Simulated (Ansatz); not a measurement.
Write the native input for Ansatz 0.2.0 that does the following.

```
Task                : relaxation of cell and atoms
Functional          : revPBE
Dispersion          : D3(BJ)
Potentials or basis : all-electron LAPW, scalar-relativistic
Basis error allowed : 0.001 eV/atom
k mesh              : 13 × 13 × 13
Occupations         : fermi-dirac, width 0.05 eV
Spin                : no spin polarisation
```

Cu:

```
CELL_PARAMETERS angstrom
0.00000 1.80750 1.80750
1.80750 0.00000 1.80750
1.80750 1.80750 0.00000
ATOMIC_POSITIONS crystal
Cu 0.00000 0.00000 0.00000
```

These files were run (other wordings do the same):

input.yaml

```yaml
crystal:
  lattice:
    - [0.0, 1.8075, 1.8075]
    - [1.8075, 0.0, 1.8075]
    - [1.8075, 1.8075, 0.0]
  atoms:
    - { symbol: Cu, position: [0.0, 0.0, 0.0] }
kpoints:
  mp_grid: { grid: [13, 13, 13] }
scf:
  occupations: { method: fermi_dirac, width: 0.05 }
hamiltonian:
  xc: revpbe
  dispersion: d3bj
  pseudopotentials: { kind: all_electron, lapw: { basis_error: 0.001 } }
output:
  forces: true
  stress: true
relax:
  f_tol: 0.005
  max_steps: 60
  cell: {}
```

Potentials or basis: all-electron LAPW, scalar-relativistic.

Launch:

```console
$ ansatz run input.yaml --threads 1 --pin off --max-ram 3072MiB --backend cpu --events-out ev --progress --plain --runs-dir out
```

It gave:

| Property | Result |
| --- | --- |
| Relaxed volume | 10.99 Å³/atom |
| Relaxed cell | a = 2.496 Å, b = 2.496 Å, c = 2.496 Å, α = 60.00°, β = 60.00°, γ = 60.00° |
| Space group after relaxing (to 0.05 Å) | Fm-3m (No. 225) |
| Energy gained by relaxing | 29.8 meV/atom |
| Ionic steps | 6 |
| Pressure after relaxing | 0.0 GPa |

It took 16 s on 1 thread of Intel(R) Xeon(R) Platinum 8488C (Sapphire Rapids), on a shared host, peak memory 0.33 GiB.
